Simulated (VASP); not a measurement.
Here is a VASP 6.6.1 calculation.

Contents of INCAR:

```
SYSTEM = BaO
ALGO = Normal
BPARAM = 11.95
CPARAM = 0.0093
EDIFF = 1E-7
ENCUT = 520
ISIF = 2
ISMEAR = 0
IVDW_NL = 2
KPAR = 4
LASPH = .True.
LCHARG = .False.
LMIXTAU = .True.
LREAL = .False.
LUSE_VDW = .True.
LWAVE = .False.
METAGGA = R2SCAN
NELM = 60
PREC = Accurate
SIGMA = 0.02
```

The input KPOINTS:

```
k-points
0
Gamma
  8 8 8
  0 0 0
```

POSCAR

```
BaO                                     
1.0
   -0.0000000000      2.7807066280      2.7807066280
    2.7807066280     -0.0000000000      2.7807066280
    2.7807066280      2.7807066280     -0.0000000000
  Ba              O             
     1     1
Direct
     0.0000000000000000    0.0000000000000000    0.0000000000000000
     0.5000000000000000    0.5000000000000000    0.5000000000000000
```

The input KPOINTS_OPT:

```
path GXWKGLUWLK,UX
10
line-mode
reciprocal
 0.0000000000  0.0000000000  0.0000000000  G
 0.5000000000  0.0000000000  0.5000000000  X

 0.5000000000  0.0000000000  0.5000000000  X
 0.5000000000  0.2500000000  0.7500000000  W

 0.5000000000  0.2500000000  0.7500000000  W
 0.3750000000  0.3750000000  0.7500000000  K

 0.3750000000  0.3750000000  0.7500000000  K
 0.0000000000  0.0000000000  0.0000000000  G

 0.0000000000  0.0000000000  0.0000000000  G
 0.5000000000  0.5000000000  0.5000000000  L

 0.5000000000  0.5000000000  0.5000000000  L
 0.6250000000  0.2500000000  0.6250000000  U

 0.6250000000  0.2500000000  0.6250000000  U
 0.5000000000  0.2500000000  0.7500000000  W

 0.5000000000  0.2500000000  0.7500000000  W
 0.5000000000  0.5000000000  0.5000000000  L

 0.5000000000  0.5000000000  0.5000000000  L
 0.3750000000  0.3750000000  0.7500000000  K

 0.6250000000  0.2500000000  0.6250000000  U
 0.5000000000  0.0000000000  0.5000000000  X
```

Potentials or basis: VASP PAW PBE potentials, release 64 (Ba_sv, O).

The run is started by

```console
$ cat potpaw_PBE.64/Ba_sv/POTCAR potpaw_PBE.64/O/POTCAR > POTCAR
$ mpirun -np 4 vasp_std > vasp.out
```

(1) Predict the pressure.

(2) Estimate the band gap along the path.

Answers

(1) 0.1 GPa.

(2) 2.30 eV, direct.

Caveat: the PAW data sets were made with another functional, which shifts forces and pressure a little; spin-orbit coupling is left out, which moves the levels of the heavy elements.
